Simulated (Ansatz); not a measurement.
**Stack of 1T-PtS2 under 2H-WTe2, unshifted in a perpendicular field**

What dipole does a perpendicular field induce in the stack of 1T-PtS2 under 2H-WTe2, unshifted, and does the gap follow? A positive field points along +c.

Main program and level: Ansatz 0.2.0; plane-wave DFT, PBEsol-D3(BJ), Ansatz PAW, in the first sound run; inputs show where later runs differ.

## (1) The starting structure

The cell holds 6 atoms: 2 S, 1 Pt, 2 Te and 1 W. Cell: a = 3.560 Å, b = 3.560 Å, c = 49.248 Å, α = 90.0°, β = 90.0°, γ = 120.0°. Regions: layer 1: 1T-PtS2, 3 atoms (2 S and 1 Pt); layer 2: 2H-WTe2, 3 atoms (2 Te and 1 W). Vacuum lies along c.

## (2) Relaxing the slab

The starting cell is a guess, so the in-plane lattice and the atoms are relaxed first, with the slab cut off from its images along the normal.

input.yaml reads:

```yaml
crystal:
  lattice:
    - [3.56, 0.0, 0.0]
    - [-1.78, 3.0830504375, 0.0]
    - [0.0, 0.0, 49.2477182345]
  atoms:
    - { symbol: S, position: [0.6666666667, 0.3333333333, 0.4071254612] }
    - { symbol: Pt, position: [0.0, 0.0, 0.4275739862] }
    - { symbol: S, position: [0.3333333333, 0.6666666667, 0.4480225112] }
    - { symbol: Te, position: [0.3333333333, 0.6666666667, 0.5119848654] }
    - { symbol: W, position: [0.0, 0.0, 0.5524297021] }
    - { symbol: Te, position: [0.3333333333, 0.6666666667, 0.5928745388] }
  periodic: [true, true, false]
kpoints:
  mp_grid: { grid: [12, 12, 1] }
hamiltonian:
  xc: pbesol
  dispersion: d3bj
scf:
  occupations: { method: fermi_dirac, width: 0.05 }
  convergence: { dr2_threshold: 1.0e-09 }
relax:
  f_tol: 0.004
  max_steps: 90
  cell: {}
output:
  write_potential: true
  write_density: true
  volumetric_format: npy
```

The run is started by

```console
$ ansatz run input.yaml --threads 4 --pin off --max-ram 6144MiB --backend cpu --events-out ev --progress --plain --runs-dir out
```

Numbers of over 12 decimals in the logs are rounded to 6 here.

What it wrote:

```text
Warning: relax.cell: scf.convergence.dr2_threshold = 1e-9 eV is looser than the 1.63650446362e-10 eV advised for a relaxation that steers and ends on the stress (1e-10 eV for each atom of the cell: 6, times the square of relax.cell.stress_2d_tol = 0.05 N/m over 19.1 Å (the atoms' height at the walk's start and 5 Å past either face), 2.611e-2 GPa, over a crystal's default 0.05). What an SCF threshold leaves in a stress goes as its square root, and in the free energy as the threshold itself, and one threshold admits the most on a small cell: [figures from the program's tests cut] Set scf.convergence.dr2_threshold to 1.63650446362e-10 eV or tighter. [rest of the remark cut]
Engine: ansatz 0.2.0, x86_64-unknown-linux-gnu
Pseudopotentials: kind: paw
Pseudopotential: S, paw, valence charge 6, recommended cutoff 420 eV (normal), S.paw.azcp
Pseudopotential: Pt, paw, valence charge 18, recommended cutoff 420 eV (normal), Pt.paw.azcp
Pseudopotential: Te, paw, valence charge 16, recommended cutoff 420 eV (normal), Te.paw.azcp
Pseudopotential: W, paw, valence charge 14, recommended cutoff 420 eV (normal), W.paw.azcp
Functional definition: PBEsol
  exchange = pbesol_x
  correlation = pbesol_c
Crystal: 6 atoms, lattice volume = 540.526 Å³
Basis set: ecut = 420 eV, 10383 PW (Γ), exchange–correlation on 48×48×720 points (8 copies of the dense FFT grid, shifted against one another)
Bands: 46, of which v1, the nominal top of the filled ones, is band 38 counted from 1 (37 counted from 0)
Symmetry: 6 space group operations
Space group: P3m1 (ITA 156), of the structure as read, at distance tolerance 8.1e-5 Å
k-points: 19 of 144 (time reversal used)
Non-local potential: S, projectors of the file, l = 0: 2, l = 1: 2, l = 2: 2
Non-local potential: Pt, projectors of the file, l = 0: 3, l = 1: 2, l = 2: 2, l = 3: 1
Non-local potential: Te, projectors of the file, l = 0: 2, l = 1: 2, l = 2: 2, l = 3: 2
Non-local potential: W, projectors of the file, l = 0: 3, l = 1: 2, l = 2: 2, l = 3: 1
PAW form: soft (Blöchl's): semilocal exchange-correlation on the pseudo side does not see the compensation charge
PAW frozen core: S, regenerated for the run's functional, and the local potential with it (the file was generated under x = pbe(κ = 0.804, μ = 0.219515), c = pbe(β = 0.066725))
PAW frozen core: Pt, regenerated for the run's functional, and the local potential with it (the file was generated under x = pbe(κ = 0.804, μ = 0.219515), c = pbe(β = 0.066725))
PAW frozen core: Te, regenerated for the run's functional, and the local potential with it (the file was generated under x = pbe(κ = 0.804, μ = 0.219515), c = pbe(β = 0.066725))
PAW frozen core: W, regenerated for the run's functional, and the local potential with it (the file was generated under x = pbe(κ = 0.804, μ = 0.219515), c = pbe(β = 0.066725))
PAW one-centre angular grid: S, 110 points (default); XC on 64 Gauss nodes
PAW one-centre angular grid: Pt, 590 points (default); XC on 64 Gauss nodes
PAW one-centre angular grid: Te, 590 points (default); XC on 64 Gauss nodes
PAW one-centre angular grid: W, 590 points (default); XC on 64 Gauss nodes
Initial density: superposition of atomic densities (neutral atoms: chi_scale 0, normalization atom), corrected by the library's trained network
Initial wavefunctions: pseudopotential atomic-orbital guess
Functional: x = pbesol(κ = 0.804, μ = 0.123457), c = pbesol(β = 0.046)
SCF iter   1: F=—  HF=-38215.436541 eV  |F-HF|=—  |Δ(HF+E_count)|=         —  Δρ=3.06e-3  dr2=4.95e-1  ethr=1.77e-3  ⟨swp⟩=19.8  Hψ=6375  notcnv=0
preconditioner: auto → Resta (q_TF=auto, 1.967 Å⁻¹)  ε∞=2.5  [insulator: Δε(μ)=0.918 eV  Ē_g=8.123 eV  σ=0.050 eV  W_gap=1.00  n_scr=30 (ndim 8)  ℏωp=10.1 eV  f_vac=0.737  D(μ)=0.00/eV (n_scr^D=0)  ε∞_Penn≈2.5  vacuum switching on, ρ_ref=4.8e-3 e/Å³]
SCF iter   2: F=—  HF=-38215.549158 eV  |F-HF|=—  |Δ(HF+E_count)|=   1.13e-1  Δρ=5.86e-3  dr2=7.14e0  ethr=6.51e-4  ⟨swp⟩=4.8  Hψ=1824  notcnv=0  defer=22  recentre
preconditioner: auto → LDOS  [metal: Δε(μ)=0.059 eV  Ē_g=8.433 eV  σ=0.050 eV  W_gap=0.28  n_scr=30 (ndim 8)  ℏωp=10.1 eV  f_vac=0.736  D(μ)=4.43/eV (n_scr^D=18)  β→1.0]
SCF iter   3: F=—  HF=-38215.416003 eV  |F-HF|=—  |Δ(HF+E_count)|=   1.33e-1  Δρ=2.26e-3  dr2=2.88e-1  ethr=6.51e-4  ⟨swp⟩=4.2  Hψ=1444  notcnv=0  defer=22
SCF iter   4: F=—  HF=-38215.398207 eV  |F-HF|=—  |Δ(HF+E_count)|=   1.78e-2  Δρ=1.69e-3  dr2=1.30e-1  ethr=3.79e-4  ⟨swp⟩=2.1  Hψ=1121  notcnv=0  defer=24
SCF iter   5: F=—  HF=-38215.385251 eV  |F-HF|=—  |Δ(HF+E_count)|=   1.30e-2  Δρ=5.67e-4  dr2=6.21e-3  ethr=1.71e-4  ⟨swp⟩=3.0  Hψ=1460  notcnv=0  defer=27
SCF iter   6: F=—  HF=-38215.386308 eV  |F-HF|=—  |Δ(HF+E_count)|=   1.06e-3  Δρ=4.56e-4  dr2=2.99e-3  ethr=8.17e-6  ⟨swp⟩=3.3  Hψ=1839  notcnv=0  defer=26
SCF iter   7: F=—  HF=-38215.388712 eV  |F-HF|=—  |Δ(HF+E_count)|=   2.40e-3  Δρ=5.78e-4  dr2=1.70e-2  ethr=3.93e-6  ⟨swp⟩=3.2  Hψ=1941  notcnv=0  defer=26  recentre
SCF iter   8: F=—  HF=-38215.385927 eV  |F-HF|=—  |Δ(HF+E_count)|=   2.78e-3  Δρ=1.57e-4  dr2=8.25e-4  ethr=3.93e-6  ⟨swp⟩=3.0  Hψ=1644  notcnv=0  defer=25
SCF iter   9: F=—  HF=-38215.385823 eV  |F-HF|=—  |Δ(HF+E_count)|=   1.04e-4  Δρ=6.17e-5  dr2=9.48e-5  ethr=1.09e-6  ⟨swp⟩=3.1  Hψ=1603  notcnv=0  defer=25
SCF iter  10: F=—  HF=-38215.385800 eV  |F-HF|=—  |Δ(HF+E_count)|=   2.30e-5  Δρ=2.45e-5  dr2=6.07e-6  ethr=1.25e-7  ⟨swp⟩=2.8  Hψ=1437  notcnv=0  defer=25
SCF iter  11: F=—  HF=-38215.385864 eV  |F-HF|=—  |Δ(HF+E_count)|=   6.41e-5  Δρ=1.12e-5  dr2=5.11e-6  ethr=7.99e-9  ⟨swp⟩=3.2  Hψ=1805  notcnv=0  defer=25
SCF iter  12: F=—  HF=-38215.385864 eV  |F-HF|=—  |Δ(HF+E_count)|=   4.77e-7  Δρ=3.06e-6  dr2=8.33e-8  ethr=6.72e-9  ⟨swp⟩=3.1  Hψ=1328  notcnv=0  defer=25
SCF iter  13: F=—  HF=-38215.385864 eV  |F-HF|=—  |Δ(HF+E_count)|=   9.88e-8  Δρ=1.67e-6  dr2=2.64e-8  ethr=1.10e-10  ⟨swp⟩=3.8  Hψ=2022  notcnv=0  defer=25
SCF iter  14: F=—  HF=-38215.385864 eV  |F-HF|=—  |Δ(HF+E_count)|=  8.44e-10  Δρ=6.80e-7  dr2=1.75e-9  ethr=3.48e-11  ⟨swp⟩=3.7  Hψ=1943  notcnv=0  defer=25
SCF iter  15: F=-38215.385864 eV  HF=-38215.385864 eV  |F-HF|=2.42e-9  |Δ(HF+E_count)|=   1.80e-9  Δρ=2.04e-7  dr2=6.99e-10  ethr=1.32e-12  ⟨swp⟩=12.3  Hψ=6874  notcnv=0
SCF 1 converged in 15 iterations: F = -38215.385864 eV  dr2 = 6.99e-10
  greatest PAW one-centre occupation: 1.000 electrons in one spin orbital (limit 2), on the Pt atom at site 1 (counted from 0), in its partial waves of l = 0
[...]
SCF iter  12: F=—  HF=-38216.573762 eV  |F-HF|=—  |Δ(HF+E_count)|=   8.43e-9  Δρ=4.29e-7  dr2=2.10e-9  ethr=9.83e-12  ⟨swp⟩=3.3  Hψ=1817  notcnv=0  defer=24
SCF iter  13: F=-38216.573762 eV  HF=-38216.573762 eV  |F-HF|=1.43e-9  |Δ(HF+E_count)|=   1.28e-9  Δρ=1.67e-7  dr2=9.84e-11  ethr=1.32e-12  ⟨swp⟩=12.0  Hψ=6587  notcnv=0
SCF 3 converged in 13 iterations: F = -38216.573762 eV  dr2 = 9.84e-11
relax step   3: F+E_penalty+E_count = -38216.57376217 eV  Δ(F+E_penalty+E_count) = -1.975e-1 eV  max|allowed force component| = 1.833e-1 eV/Å  Δτ_max = 0.1943 Å  P = -0.276 N/m  Ω = 521.324 Å³  energy of the carried Pulay correction = +9.772e-4 eV  fix = [c, alpha, beta]  reactions: c -0.000 N/m  (13 SCF iters, accepted)
[...]
relax step   4: F+E_penalty+E_count = -38216.60653886 eV  Δ(F+E_penalty+E_count) = -3.278e-2 eV  max|allowed force component| = 1.665e-1 eV/Å  Δτ_max = 0.1921 Å  P = -0.552 N/m  Ω = 518.841 Å³  energy of the carried Pulay correction = +1.106e-3 eV  fix = [c, alpha, beta]  reactions: c -0.000 N/m  (15 SCF iters, accepted)
[...]
relax step   5: F+E_penalty+E_count = -38216.61072078 eV  Δ(F+E_penalty+E_count) = -4.182e-3 eV  max|allowed force component| = 3.687e-2 eV/Å  Δτ_max = 0.0406 Å  P = -0.093 N/m  Ω = 515.615 Å³  energy of the carried Pulay correction = +1.275e-3 eV  fix = [c, alpha, beta]  reactions: c -0.000 N/m  (13 SCF iters, accepted)
[...]
relax step   6: F+E_penalty+E_count = -38216.61076942 eV  Δ(F+E_penalty+E_count) = -4.864e-5 eV  max|allowed force component| = 1.911e-2 eV/Å  Δτ_max = 0.0022 Å  P = +0.121 N/m  Ω = 515.182 Å³  energy of the carried Pulay correction = +1.297e-3 eV  fix = [c, alpha, beta]  reactions: c +0.000 N/m  (10 SCF iters, accepted)
[...]
relax step   7: F+E_penalty+E_count = -38216.61078523 eV  Δ(F+E_penalty+E_count) = -1.581e-5 eV  max|allowed force component| = 6.266e-3 eV/Å  Δτ_max = 0.0020 Å  P = -0.027 N/m  Ω = 515.498 Å³  energy of the carried Pulay correction = +1.281e-3 eV  fix = [c, alpha, beta]  reactions: c -0.000 N/m  (9 SCF iters, accepted)
[...]
relax step   8: F+E_penalty+E_count = -38216.61079007 eV  Δ(F+E_penalty+E_count) = -4.844e-6 eV  max|allowed force component| = 5.448e-5 eV/Å  Δτ_max = 0.0006 Å  P = -0.000 N/m  Ω = 515.465 Å³  energy of the carried Pulay correction = +1.282e-3 eV  fix = [c, alpha, beta]  reactions: c -0.000 N/m  (7 SCF iters, accepted)
Initial wavefunctions: pseudopotential atomic-orbital guess (no wavefunctions were taken with the density)
iter 1 solved again at ethr=1.09e-7 eV; its pass at ethr=3.10e-3 eV (dr2=8.31e-5 eV) is discarded
SCF iter   1: F=—  HF=-38216.609501 eV  |F-HF|=—  |Δ(HF+E_count)|=         —  Δρ=3.74e-5  dr2=1.06e-6  ethr=1.09e-7  ⟨swp⟩=6.4  Hψ=10489  notcnv=0
SCF iter   2: F=—  HF=-38216.609559 eV  |F-HF|=—  |Δ(HF+E_count)|=   5.80e-5  Δρ=1.84e-5  dr2=2.61e-7  ethr=1.40e-9  ⟨swp⟩=3.2  Hψ=2015  notcnv=0
SCF iter   3: F=—  HF=-38216.609559 eV  |F-HF|=—  |Δ(HF+E_count)|=   1.54e-7  Δρ=4.34e-6  dr2=3.87e-7  ethr=3.43e-10  ⟨swp⟩=3.0  Hψ=1796  notcnv=0
SCF iter   4: F=—  HF=-38216.609559 eV  |F-HF|=—  |Δ(HF+E_count)|=   3.14e-8  Δρ=2.15e-6  dr2=5.54e-8  ethr=3.43e-10  ⟨swp⟩=2.9  Hψ=1343  notcnv=0
SCF iter   5: F=—  HF=-38216.609559 eV  |F-HF|=—  |Δ(HF+E_count)|=  3.86e-10  Δρ=1.02e-6  dr2=1.25e-8  ethr=7.29e-11  ⟨swp⟩=2.7  Hψ=1297  notcnv=0
SCF iter   6: F=-38216.609559 eV  HF=-38216.609559 eV  |F-HF|=1.02e-10  |Δ(HF+E_count)|=  5.60e-10  Δρ=3.76e-7  dr2=4.50e-10  ethr=1.32e-12  ⟨swp⟩=15.4  Hψ=7959  notcnv=0
SCF 9 converged in 6 iterations: F = -38216.609559 eV  dr2 = 4.50e-10
relax step   9: F+E_penalty+E_count = -38216.60955946 eV  Δ(F+E_penalty+E_count) = +1.231e-3 eV  max|allowed force component| = 2.329e-4 eV/Å  Δτ_max = 0.0000 Å  P = -0.002 N/m  Ω = 515.465 Å³  fix = [c, alpha, beta]  reactions: c -0.000 N/m  stress off target by 2.11e-3 N/m on what of the cell is left free  SCF on the basis re-selected at this cell (its energy is not comparable with the rows above)  (6 SCF iters)
basis re-selected at this cell: Δ(F+E_penalty+E_count) = +1.231e-3 eV, ΔP = -0.002 N/m vs the last step (what re-selecting the basis moved, of the pressure what is left beyond the Pulay correction that the steps carried, after the strain that the cell walked since its last selection, with what the two solves' SCF thresholds leave and, on support functions, any second-order correction that the steps lacked; it is no m [...]
WARN: The output density's exchange-correlation potential varies sharply where the density is thin. Do not read a vacuum level from v_tot or v_xc, or from such a field of the output density. On a cell that repeats whose density bears no net charge and no dipole along the vacuum's axis use v_es (v_loc + v_h of the components); under efield.dipole_correction with no amplitude use v_es + v_field, which holds any externa [...]
SCF converged after 6 iterations
Free energy (F): -38216.609559 eV
Harris-Foulkes:  -38216.609559 eV  (|F-HF|=1.02e-10)
Internal energy: -38216.609147 eV  (E = F + TS)
E sigma→0 (E₀):  -38216.609353 eV
Entropy (-TS):   -0.000413 eV (-0.069 meV/atom)
Fermi energy:    -4.681029 eV
--- Per-component energies (eV) ---
  E_band       = -2221.739785
  E_kinetic    = 1668.278734
  E_local      = -420018.094121  (includes V_loc(G=0)·N_el)
  E_nonlocal   = -351.896521
  E_hartree    = 209298.398413
  E_xc         = -966.286275
  E_vxc        = -926.446766  (∫ρ·V_xc dr)
  E_paw        = -28091.107919  (= ΣΔE_a)
  E_vpaw       = -1190.380539  (= ΣTr[D̂ρ^β])
  E_aug_tail   = -0.000228  (compensation charges beyond the density's cutoff)
  E_ewald      = 200244.784550
  E_disp       = -2.068081  (pairwise vdW)
  E_core_change = 1.382302  (= ΣΔE_core)
  E_smearing   = -0.000413  (= −TS)
  E_closure    = -0.000000  (closes the sum)
  Σ components = -38216.609559   (vs F -38216.609559, Δ=0.00e0)
--- Forces (eV/Å), atoms counted from 1 ---
  atom   1  S      0.00000000     0.00000000    -0.00017426
  atom   2  Pt    -0.00000000    -0.00000000     0.00002062
  atom   3  S      0.00000000    -0.00000000     0.00023304
  atom   4  Te     0.00000000    -0.00000000    -0.00017602
  atom   5  W     -0.00000000     0.00000000    -0.00001161
  atom   6  Te     0.00000000    -0.00000000     0.00010880
  max |Σ_I F_I| component: 5.65e-7 eV/Å
--- 2D stress c σ (N/m, compression-positive) ---
       -0.002108       0.000000       0.000000
        0.000000      -0.002108       0.000000
        0.000000       0.000000      -0.000000
  P = ½ c Tr σ = -0.0021 N/m
--- Band table (eV; the first three rows and the last of 19) ---
  k-point 0: bands = [... 34 lower, -6.4298, -5.6760, -5.6760, -5.3849, -2.8536, -2.8536, -1.5319, -1.5319, ... 4 higher]
  k-point 1: bands = [... 34 lower, -6.2775, -5.8309, -5.6583, -5.3545, -3.3333, -2.9844, -1.9204, -1.8617, ... 4 higher]
  k-point 2: bands = [... 34 lower, -6.2846, -6.2024, -5.7748, -5.4270, -4.1324, -3.2269, -2.7503, -2.3608, ... 4 higher]
  k-point 18: bands = [... 34 lower, -7.1196, -6.9294, -6.5893, -4.8764, -4.0747, -4.0267, -3.6014, -2.8229, ... 4 higher]
  the weakly bound empty levels are not read free of the cell's end (no_gap_told)
--- Relaxed structure (8 steps of the walk, 8 accepted, 1 SCFs on fresh bases) ---
  F+E_penalty+E_count = -38216.60955946 eV   max|allowed force component| = 2.329e-4 eV/Å   (the final SCF, on the basis selected at the relaxed cell)
  cell:  # Å, volume = 515.4646 Å³
    - [3.476490, -3.090475620365945e-18, 0]
    - [-1.738245, 3.010729, 0]
    - [0, 0, 49.2477182345]
  atoms:
    - { symbol: S, position: [0.666667, 0.333333, 0.397377] }
    - { symbol: Pt, position: [-9.867491117838074e-18, -2.15876699225489e-17, 0.422753] }
    - { symbol: S, position: [0.333333, 0.666667, 0.448038] }
    - { symbol: Te, position: [0.333333, 0.666667, 0.520474] }
    - { symbol: W, position: [-1.482236544897023e-17, -2.15876699225489e-17, 0.557287] }
    - { symbol: Te, position: [0.333333, 0.666667, 0.594082] }
```

It took 1.8 min on 4 threads of Intel Xeon Platinum 8488C (Sapphire Rapids), shared host; peak memory 1.2 GiB; 6.9 min of CPU time.

The steps of the relaxation:

```csv
step,energy less that of the first step (eV),largest force component (eV/Å),volume (Å³)
1,0.0000,2.7495,540.53
2,-0.9904,1.1897,537.82
3,-1.1879,0.1833,521.32
4,-1.2207,0.1665,518.84
5,-1.2249,0.0369,515.62
6,-1.2249,0.0191,515.18
7,-1.2249,0.0063,515.50
8,-1.2249,0.0001,515.46
9*,-1.2237,0.0002,515.46
```

Relaxation steps marked * repeat the geometry before them on a plane-wave basis chosen anew for their cell, so energy and pressure can jump there.

The run keeps the 6 symmetry operations that it works with, so distortions that break them were not tested.

```csv
cell as run,before,after,change
a (Å),3.560,3.476,-2.3 %
b (Å),3.560,3.476,-2.3 %
```

The atoms that moved most (Å, along periodic axes as changes of fractional coordinates times the final cell, across vacuum about the mean position):

```csv
atom,dx,dy,dz,length
S1,0.000,0.000,-0.480,0.480
Te4,0.000,0.000,0.418,0.418
W5,0.000,0.000,0.239,0.239
Pt2,0.000,0.000,-0.237,0.237
Te6,0.000,0.000,0.059,0.059
```

The relaxed structure:

```xyz
6
Lattice="3.4765 0.0000 0.0000 -1.7382 3.0107 0.0000 0.0000 0.0000 49.2477" Properties=species:S:1:pos:R:3
S     1.7382    1.0036   19.5699
Pt    0.0000    0.0000   20.8196
S     0.0000    2.0072   22.0648
Te    0.0000    2.0072   25.6322
W     0.0000    0.0000   27.4451
Te    0.0000    2.0072   29.2572
```

Numbers from this step:

```yaml
energy_at_zero_smearing: -38216.6094 eV
```

The lattice constant a goes from 3.560 to 3.476 Å.

(Continued in part 2 of 4.)

[Logs are printed without paths, hosts, clocks, repeated set-up lines and the standing remarks that a program may print on its own settings, such as how far it seeks lower states.]

[Hosts, paths, dates, database ids (printed as entryN), source tags and the programs' standing remarks are cut or masked in the printed files.]

[Maps of the electrostatic potential energy from Ansatz leave out the sawtooth potential of an applied field or a dipole correction, so their vacuum need not be flat; planar profiles and work functions include it.]
